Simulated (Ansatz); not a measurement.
# Ag (Fm-3m) in Ansatz: relaxation of cell and atoms with PBE

Aim: the relaxation of cell and atoms of Ag with PBE.

All numbers are computed with Ansatz 0.2.0; they aren't measurements. Logs are shortened: lines on timing, memory, paths and dates and some standing lists are left out, and cuts for length are marked.

### 1 Starting point

Symmetry: Fm-3m, No. 225, cubic system. The conventional cell has a = 4.085 Å, b = 4.085 Å, c = 4.085 Å, α = 90.00°, β = 90.00°, γ = 90.00°. Ag (site symmetry m-3m) is surrounded by 12 Ag at 2.89 Å.

### 2 Relaxation of cell and atoms, PBE

input.yaml

```yaml
crystal:
  lattice:
    - [0.0, 2.04275, 2.04275]
    - [2.04275, 0.0, 2.04275]
    - [2.04275, 2.04275, 0.0]
  atoms:
    - { symbol: Ag, position: [0.0, 0.0, 0.0] }
kpoints:
  mp_grid: { grid: [11, 11, 11] }
scf:
  occupations: { method: fermi_dirac, width: 0.05 }
hamiltonian:
  xc: pbe
  pseudopotentials: { kind: all_electron, lapw: { basis_error: 0.001 } }
output:
  forces: true
  stress: true
relax:
  f_tol: 0.005
  max_steps: 60
  cell: {}
```

Potentials or basis: all-electron LAPW, scalar-relativistic.

Run with:

```sh
ansatz run input.yaml --threads 1 --pin off --max-ram 3072MiB --backend cpu --events-out ev --progress --plain --runs-dir out
```

The program printed:

```text
Warning: RAYON_NUM_THREADS=1 ignored (pool sized by the plan → 1); use --threads N
The last accepted step is kept in <dir> (removed where the run ends without a failure and the disk answers)
LAPW: plane waves up to 8.226 Å⁻¹, error target 1.0e-3 eV per atom; small_component_spin mean_spin; Ag in spheres of 1.401 Å, 19 of its electrons in bands, Dirac shells [] (how accurate: hamiltonian.pseudopotentials.lapw.basis_error, Limitations)
Engine: ansatz 0.2.0, x86_64-unknown-linux-gnu
Pseudopotentials: kind: all_electron
Pseudopotential: Ag, LAPW, valence charge 19, lapw/all_electron/scalar/gaussian/Ag, Koelling and Harmon's equation, gaussian nucleus
Functional definition: PBE
  parameter kappa = 0.804
  parameter beta = 0.06672455060314922
  exchange = pbe_x(kappa = kappa, mu = beta*pi^2/3)
  correlation = pbe_c(beta = beta)
Crystal: 1 atoms, lattice volume = 17.048 Å³
Basis set: ecut = 257.7919868594326 eV, 169 PW (Γ), exchange–correlation at level 2
Bands: 14, of which v1, the nominal top of the filled ones, is band 10 counted from 1 (9 counted from 0)
Symmetry: 48 space group operations
Space group: Fm-3m (ITA 225), of the structure as read, at distance tolerance 2.6e-5 Å
k-points: 56 of 1331
Non-local potential: Ag, projectors of the file, none
Initial density: superposition of atomic densities (chi_scale 0.1, normalization cell)
Initial wavefunctions: plane waves of lowest kinetic energy (no species holds an atomic orbital)
Functional: x = pbe(κ = 0.804, μ = 0.2195149727645171), c = pbe(β = 0.06672455060314922)
iter 1 solved again at ethr=3.19e-4 eV; its pass at ethr=1.00e-1 eV (dr2=6.06e-2 eV) is discarded
SCF iter   1: F=—  HF=-144656.535413 eV  |F-HF|=—  |Δ(HF+E_count)|=         —  Δρ=2.37e-2  dr2=6.09e-2  ethr=3.19e-4  ⟨swp⟩=2.9  Hψ=5698  notcnv=0
preconditioner: auto → none  [insulator: Δε(μ)=0.160 eV  Ē_g=15.707 eV  σ=0.050 eV  W_gap=0.66  n_scr=8 (ndim 8)  ℏωp=29.8 eV  f_vac=0.000  D(μ)=0.24/eV (n_scr^D=0)  ε∞_Penn≈4.6]
iter 2 solved again at ethr=8.62e-7 eV; its pass at ethr=3.19e-4 eV (dr2=1.64e-4 eV) is discarded
SCF iter   2: F=—  HF=-144656.349305 eV  |F-HF|=—  |Δ(HF+E_count)|=   1.86e-1  Δρ=1.11e-3  dr2=1.64e-4  ethr=8.62e-7  ⟨swp⟩=2.9  Hψ=4140  notcnv=0
SCF iter   3: F=—  HF=-144656.294610 eV  |F-HF|=—  |Δ(HF+E_count)|=   5.47e-2  Δρ=3.96e-3  dr2=1.61e-3  ethr=8.62e-7  ⟨swp⟩=3.0  Hψ=2546  notcnv=0
SCF iter   4: F=—  HF=-144656.293389 eV  |F-HF|=—  |Δ(HF+E_count)|=   1.22e-3  Δρ=6.12e-4  dr2=3.60e-5  ethr=8.62e-7  ⟨swp⟩=2.9  Hψ=2249  notcnv=0
SCF iter   5: F=—  HF=-144656.293410 eV  |F-HF|=—  |Δ(HF+E_count)|=   2.17e-5  Δρ=3.28e-5  dr2=1.18e-7  ethr=1.89e-7  ⟨swp⟩=2.0  Hψ=2110  notcnv=0
SCF iter   6: F=-144656.293411 eV  HF=-144656.293411 eV  |F-HF|=5.53e-10  |Δ(HF+E_count)|=   8.32e-7  Δρ=5.41e-6  dr2=2.67e-9  ethr=6.22e-10  ⟨swp⟩=3.0  Hψ=2233  notcnv=0
SCF 1 converged in 6 iterations: F = -144656.293411 eV  dr2 = 2.67e-9
relax step   1: F+E_penalty+E_count = -144656.29341133 eV  Δ(F+E_penalty+E_count) = +0.000e0 eV  max|allowed force component| = 0.000e0 eV/Å  Δτ_max = 0.0000 Å  P = +4.397 GPa  Ω = 17.048 Å³  (6 SCF iters, accepted)
Crystal: 1 atoms, lattice volume = 18.318 Å³
Basis set: ecut = 245.73535388675538 eV, 169 PW (Γ), exchange–correlation at level 2
Initial density: handed on by an earlier stage of this run
Initial wavefunctions: those handed on with the density
iter 1 solved again at ethr=6.54e-7 eV; its pass at ethr=1.00e-1 eV (dr2=1.24e-4 eV) is discarded
SCF iter   1: F=—  HF=-144656.299392 eV  |F-HF|=—  |Δ(HF+E_count)|=         —  Δρ=9.78e-4  dr2=1.22e-4  ethr=6.54e-7  ⟨swp⟩=5.1  Hψ=4932  notcnv=0
preconditioner: auto → none  [insulator: Δε(μ)=0.366 eV  Ē_g=15.538 eV  σ=0.050 eV  W_gap=0.52  n_scr=8 (ndim 8)  ℏωp=28.8 eV  f_vac=0.000  D(μ)=0.51/eV (n_scr^D=0)  ε∞_Penn≈4.4]
iter 2 solved again at ethr=2.95e-8 eV; its pass at ethr=6.43e-7 eV (dr2=5.61e-6 eV) is discarded
SCF iter   2: F=—  HF=-144656.299250 eV  |F-HF|=—  |Δ(HF+E_count)|=   1.41e-4  Δρ=2.10e-4  dr2=5.62e-6  ethr=2.95e-8  ⟨swp⟩=2.0  Hψ=3661  notcnv=0
SCF iter   3: F=—  HF=-144656.299218 eV  |F-HF|=—  |Δ(HF+E_count)|=   3.25e-5  Δρ=2.27e-4  dr2=6.36e-6  ethr=2.95e-8  ⟨swp⟩=2.2  Hψ=2125  notcnv=0
SCF iter   4: F=—  HF=-144656.299215 eV  |F-HF|=—  |Δ(HF+E_count)|=   2.82e-6  Δρ=8.09e-5  dr2=7.97e-7  ethr=2.95e-8  ⟨swp⟩=2.0  Hψ=2111  notcnv=0
SCF iter   5: F=-144656.299215 eV  HF=-144656.299215 eV  |F-HF|=1.74e-8  |Δ(HF+E_count)|=   2.51e-7  Δρ=1.45e-5  dr2=2.48e-8  ethr=4.20e-9  ⟨swp⟩=2.0  Hψ=2111  notcnv=0
SCF 2 converged in 5 iterations: F = -144656.299215 eV  dr2 = 2.48e-8
relax step   2: F+E_penalty+E_count = -144656.29921484 eV  Δ(F+E_penalty+E_count) = -5.804e-3 eV  max|allowed force component| = 0.000e0 eV/Å  Δτ_max = 0.0000 Å  P = -2.358 GPa  Ω = 18.318 Å³  (5 SCF iters, accepted)
Crystal: 1 atoms, lattice volume = 17.854 Å³
Basis set: ecut = 249.97663078261482 eV, 169 PW (Γ), exchange–correlation at level 2
iter 1 solved again at ethr=1.30e-7 eV; its pass at ethr=1.00e-1 eV (dr2=2.47e-5 eV) is discarded
SCF iter   1: F=—  HF=-144656.303157 eV  |F-HF|=—  |Δ(HF+E_count)|=         —  Δρ=3.70e-4  dr2=1.67e-5  ethr=1.30e-7  ⟨swp⟩=4.9  Hψ=4831  notcnv=0
preconditioner: auto → none  [insulator: Δε(μ)=0.347 eV  Ē_g=15.763 eV  σ=0.050 eV  W_gap=0.50  n_scr=8 (ndim 8)  ℏωp=29.1 eV  f_vac=0.000  D(μ)=0.47/eV (n_scr^D=0)  ε∞_Penn≈4.4]
iter 2 solved again at ethr=2.65e-9 eV; its pass at ethr=8.79e-8 eV (dr2=5.03e-7 eV) is discarded
SCF iter   2: F=—  HF=-144656.303133 eV  |F-HF|=—  |Δ(HF+E_count)|=   2.40e-5  Δρ=6.46e-5  dr2=5.05e-7  ethr=2.65e-9  ⟨swp⟩=2.0  Hψ=3660  notcnv=0
SCF iter   3: F=—  HF=-144656.303128 eV  |F-HF|=—  |Δ(HF+E_count)|=   5.51e-6  Δρ=8.27e-5  dr2=8.13e-7  ethr=2.65e-9  ⟨swp⟩=2.8  Hψ=2194  notcnv=0
SCF iter   4: F=—  HF=-144656.303127 eV  |F-HF|=—  |Δ(HF+E_count)|=   4.08e-7  Δρ=3.15e-5  dr2=1.17e-7  ethr=2.65e-9  ⟨swp⟩=2.0  Hψ=2110  notcnv=0
SCF iter   5: F=-144656.303127 eV  HF=-144656.303127 eV  |F-HF|=2.97e-9  |Δ(HF+E_count)|=   5.60e-8  Δρ=6.05e-6  dr2=4.17e-9  ethr=6.15e-10  ⟨swp⟩=2.0  Hψ=2110  notcnv=0
SCF 3 converged in 5 iterations: F = -144656.303127 eV  dr2 = 4.17e-9
relax step   3: F+E_penalty+E_count = -144656.30312716 eV  Δ(F+E_penalty+E_count) = -3.912e-3 eV  max|allowed force component| = 0.000e0 eV/Å  Δτ_max = 0.0000 Å  P = -0.279 GPa  Ω = 17.854 Å³  (5 SCF iters, accepted)
Crystal: 1 atoms, lattice volume = 17.793 Å³
Basis set: ecut = 250.54243742774239 eV, 169 PW (Γ), exchange–correlation at level 2
iter 1 solved again at ethr=5.10e-9 eV; its pass at ethr=1.00e-1 eV (dr2=9.69e-7 eV) is discarded
SCF iter   1: F=—  HF=-144656.303176 eV  |F-HF|=—  |Δ(HF+E_count)|=         —  Δρ=5.56e-5  dr2=3.73e-7  ethr=5.10e-9  ⟨swp⟩=5.2  Hψ=4739  notcnv=0
preconditioner: auto → none  [metal: Δε(μ)=0.049 eV  Ē_g=15.832 eV  σ=0.050 eV  W_gap=0.23  n_scr=8 (ndim 8)  ℏωp=29.2 eV  f_vac=0.000  D(μ)=0.46/eV (n_scr^D=0)]
iter 2 solved again at ethr=9.00e-11 eV; its pass at ethr=1.97e-9 eV (dr2=1.71e-8 eV) is discarded
SCF iter   2: F=—  HF=-144656.303176 eV  |F-HF|=—  |Δ(HF+E_count)|=   8.70e-8  Δρ=1.20e-5  dr2=1.71e-8  ethr=9.00e-11  ⟨swp⟩=2.0  Hψ=3660  notcnv=0
SCF iter   3: F=-144656.303176 eV  HF=-144656.303176 eV  |F-HF|=3.01e-8  |Δ(HF+E_count)|=   1.07e-7  Δρ=1.28e-5  dr2=1.91e-8  ethr=9.00e-11  ⟨swp⟩=2.2  Hψ=2125  notcnv=0
SCF 4 converged in 3 iterations: F = -144656.303176 eV  dr2 = 1.91e-8
relax step   4: F+E_penalty+E_count = -144656.30317598 eV  Δ(F+E_penalty+E_count) = -4.882e-5 eV  max|allowed force component| = 0.000e0 eV/Å  Δτ_max = 0.0000 Å  P = +0.021 GPa  Ω = 17.793 Å³  (3 SCF iters, accepted)
iter 1 solved again at ethr=1.03e-10 eV; its pass at ethr=1.00e-1 eV (dr2=1.95e-8 eV) is discarded
SCF iter   1: F=—  HF=-144656.303175 eV  |F-HF|=—  |Δ(HF+E_count)|=         —  Δρ=1.28e-5  dr2=1.91e-8  ethr=1.03e-10  ⟨swp⟩=5.5  Hψ=4650  notcnv=0
preconditioner: auto → none  [metal: Δε(μ)=0.049 eV  Ē_g=15.833 eV  σ=0.050 eV  W_gap=0.23  n_scr=8 (ndim 8)  ℏωp=29.2 eV  f_vac=0.000  D(μ)=0.46/eV (n_scr^D=0)]
iter 2 solved again at ethr=9.09e-12 eV; its pass at ethr=1.01e-10 eV (dr2=1.73e-9 eV) is discarded
SCF iter   2: F=-144656.303176 eV  HF=-144656.303176 eV  |F-HF|=5.70e-9  |Δ(HF+E_count)|=   4.99e-7  Δρ=3.92e-6  dr2=1.73e-9  ethr=9.09e-12  ⟨swp⟩=2.0  Hψ=3661  notcnv=0
SCF 5 converged in 2 iterations: F = -144656.303176 eV  dr2 = 1.73e-9
relax step   5: F+E_penalty+E_count = -144656.30317559 eV  Δ(F+E_penalty+E_count) = +3.967e-7 eV  max|allowed force component| = 0.000e0 eV/Å  Δτ_max = 0.0000 Å  P = +0.022 GPa  Ω = 17.793 Å³  stress off target by 2.20e-2 GPa  SCF on the basis re-selected at this cell (its energy is not comparable with the rows above)  (2 SCF iters)
basis re-selected at this cell: Δ(F+E_penalty+E_count) = +3.967e-7 eV, ΔP = +0.001 GPa vs the last step (what re-selecting the basis moved, after the strain that the cell walked since its last selection, with what the two solves' SCF thresholds leave and, on support functions, any second-order correction that the steps lacked; it is no measure of the basis error at this ecutwfc). This SCF's stress stands 2.20e-2 GPa from its target on what of the cell is left free (relax.cell.stress_tol is 5.00e-2 GPa) and its largest allowed force component is 0.00e0 eV/Å (relax.f_tol is 5.00e-3 eV/Å): within both
SCF converged after 2 iterations
Free energy (F): -144656.303176 eV
Harris-Foulkes:  -144656.303176 eV  (|F-HF|=5.70e-9)
Internal energy: -144656.299599 eV  (E = F + TS)
E sigma→0 (E₀):  -144656.301387 eV
Entropy (-TS):   -0.003577 eV (-3.577 meV/atom)
Fermi energy:    18.059683 eV
--- Per-component energies (eV) ---
  E_band       = -223.744327
  E_kinetic    = 151247.610419
  E_xc         = -4066.523237
  E_electrostatic = -291837.386781  (all electrons and nuclei)
  E_smearing   = -0.003577  (= −TS)
  E_closure    = 0.000000  (closes the sum)
  E_atoms      = -144653.584547  (free atoms, spherical and without spin; not in F)
  Σ components = -144656.303176   (vs F -144656.303176, Δ=0.00e0)
  Basis errors (estimates in eV, not in F): energy 2.2e-4 per atom: plane waves 2.1e-4 (1.1e-4 summed), levels above the bands 1.7e-137, relativity 5.8e-8, radial functions 5.0e-6, core shells 7.6e-7; eigenvalues (radial functions only) 3.6e-6; not estimated: angular momenta, meshes, grids; target (lapw.basis_error) 1.0e-3; muffin-tin radii Ag 1.421 Å
--- Forces (eV/Å), atoms counted from 1 ---
  atom   1  Ag     0.00000000     0.00000000     0.00000000
  max |Σ_I F_I| component: 1.31e-31 eV/Å
--- Stress (GPa, compression-positive) ---
        0.021975       0.000000       0.000000
        0.000000       0.021975      -0.000000
        0.000000      -0.000000       0.021975
  P = ⅓ Tr σ = 0.0220 GPa (0.220 kbar)
--- Relaxed structure (4 steps of the walk, 4 accepted, 1 SCFs on fresh bases) ---
  F+E_penalty+E_count = -144656.30317559 eV   max|allowed force component| = 0.000e0 eV/Å   (the final SCF, on the basis selected at the relaxed cell)
  cell:  # Å, volume = 17.7934 Å³
    - [4.267374077550057e-34, 2.0720931591599556, 2.0720931591599556]
    - [2.0720931591599556, 3.0094541069289577e-34, 2.0720931591599556]
    - [2.0720931591599556, 2.0720931591599556, 2.7228394300785806e-34]
  atoms:
    - { symbol: Ag, position: [0.0, 0.0, 0.0] }
```

Run time: 15 s. Hardware: 1 thread of Intel Xeon Platinum 8259CL at 2.50GHz (Skylake/Cascade Lake), shared host; peak memory 0.37 GiB.

What came out:

```
Free energy                            : -144656.3032 eV
Relaxed volume                         : 17.79 Å³/atom
Relaxed cell                           : a = 2.930 Å, b = 2.930 Å, c = 2.930 Å, α = 60.00°, β = 60.00°, γ = 60.00°
Space group after relaxing (to 0.05 Å) : Fm-3m (No. 225)
Energy gained by relaxing              : 9.8 meV/atom
Ionic steps                            : 5
Pressure after relaxing                : 0.0 GPa
```

Step by step:
| step | energy change (eV) | largest force (eV/Å) | volume (Å³) |
| --- | --- | --- | --- |
| 1 | 0.0000 | 0.0000 | 17.05 |
| 2 | -0.0058 | 0.0000 | 18.32 |
| 3 | -0.0097 | 0.0000 | 17.85 |
| 4 | -0.0098 | 0.0000 | 17.79 |
| 5 | -0.0098 | 0.0000 | 17.79 |

Final structure:
```xyz
1
Lattice="0.0000 2.0721 2.0721 2.0721 0.0000 2.0721 2.0721 2.0721 0.0000" Properties=species:S:1:pos:R:3 pbc="T T T"
Ag    0.0000    0.0000    0.0000
```
